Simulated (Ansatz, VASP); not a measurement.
## One calculation of MgI2, two programs

INCAR

```
SYSTEM = MgI2
  PREC = Accurate
  ENCUT = 520
  EDIFF = 1E-7
  ISMEAR = 0
  SIGMA = 0.05
  LREAL = .FALSE.
  LASPH = .TRUE.
  NELM = 80
  ALGO = Normal
  ISIF = 2
  LWAVE = .FALSE.
  LCHARG = .FALSE.
  GGA = PE
  NBANDS = 15
```

File KPOINTS:

```
regular mesh
0
G
  6 6 4
  0 0 0
```

POSCAR

```
MgI2
1.0
    4.1846439568      0.0000000000      0.0000000000
   -2.0923219784      3.6240079724      0.0000000000
    0.0000000000      0.0000000000      7.7698369697
Mg I
1 2
Direct
    0.0000000000      0.0000000000      0.0000000000
    0.3333333333      0.6666666667      0.7743456377
    0.6666666667      0.3333333333      0.2256543623
```

Input for Ansatz:

```yaml
crystal:
  lattice:
    - [4.1846439568, 0.0, 0.0]
    - [-2.0923219784, 3.6240079724, 0.0]
    - [0.0, 0.0, 7.7698369697]
  atoms:
    - { symbol: Mg, position: [0.0, 0.0, 0.0] }
    - { symbol: I, position: [0.3333333333, 0.6666666667, 0.7743456377] }
    - { symbol: I, position: [0.6666666667, 0.3333333333, 0.2256543623] }
basis:
  ecutwfc: 520.0
kpoints:
  mp_grid: { grid: [6, 6, 4] }
hamiltonian:
  xc: pbe
scf:
  occupations: { method: gaussian, width: 0.05 }
output:
  forces: true
  stress: true
  eigenvalues: true
```

Alike in both runs: task single point; functional PBE; k mesh 6 × 6 × 4; occupations gaussian, width 0.05 eV; no spin polarisation.

```csv
,VASP,Ansatz
version,VASP 6.6.1,Ansatz 0.2.0
potentials or method,"VASP PAW PBE potentials, release 64 (Mg, I)","scalar-relativistic, plane waves, PAW"
plane-wave cutoff (eV),520,520
valence electrons in the cell,16,44
```

Ansatz gave:

| Quantity | Value |
| --- | --- |
| gap on the k mesh at the Fermi level (eV) | 3.44 |
| least direct gap on the mesh (eV) | 3.51 |
| pressure (GPa) | -0.7 |
| largest component of the traceless stress (GPa) | 0.79 |
| rms of the force components (eV/Å) | 0.157 |

What did VASP give for the same quantities?

gap on the k mesh at the Fermi level (eV): 3.42; least direct gap on the mesh (eV): 3.50; pressure (GPa): -0.8; largest component of the traceless stress (GPa): 0.78; rms of the force components (eV/Å): 0.162.

Atom by atom the forces differ by 0.005 eV/Å (rms over components). The two sets of potentials don't hold the same shells in valence.

Caveats: spin-orbit coupling is left out, which moves the levels of the heavy elements; this functional lacks dispersion, which binds the layers, so the pressure and a relaxed spacing across them are unreliable. A k mesh can miss the band edges.
